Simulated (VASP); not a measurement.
Crystal: NiO.

```
Ni O
1.0
     0.00000    2.09131    2.09131
     2.09131    0.00000    2.09131
     2.09131    2.09131    0.00000
Ni O
1 1
Direct
  0.00000 0.00000 0.00000
  0.50000 0.50000 0.50000
```

| Item | Value |
| --- | --- |
| Program | VASP 6.6.1 |
| Task | relaxation of cell and atoms |
| Functional | PBE |
| Potentials or basis | VASP PAW PBE potentials, release 64 (Ni, O_s) |
| Cutoff | 900 eV |
| k mesh | 8 × 8 × 8 |
| Occupations | fermi-dirac, width 0.05 eV |
| Spin | collinear spin, ferromagnetic start |
| Starting moments | [1.0, 0.0] μB |

At the start: pressure 5.1 GPa; volume 9.15 Å³/atom.

**Question.** How do energy, volume and symmetry change on relaxing?

**Answer.** Over 3 steps the energy falls by 3.8 meV/atom and the volume is 9.39 Å³/atom (+2.7 %); space group Fm-3m (No. 225, to 0.05 Å); moment 1.83 μB per cell.

Step by step:
| step | energy change (eV) | largest force (eV/Å) | pressure (GPa) | volume (Å³) |
| --- | --- | --- | --- | --- |
| 1 | 0.0000 | 0.0000 | 5.05 | 18.29 |
| 2 | -0.0052 | 0.0000 | -2.64 | 19.07 |
| 3 | -0.0076 | 0.0000 | 0.00 | 18.78 |

Final structure:
```xyz
2
Lattice="0.0000 2.1099 2.1099 2.1099 0.0000 2.1099 2.1099 2.1099 0.0000" Properties=species:S:1:pos:R:3 pbc="T T T"
Ni    0.0000    0.0000    0.0000
O     2.1099    2.1099    2.1099
```

Caveat: a cell with one magnetic atom can't hold antiferromagnetic order, which such compounds often take.
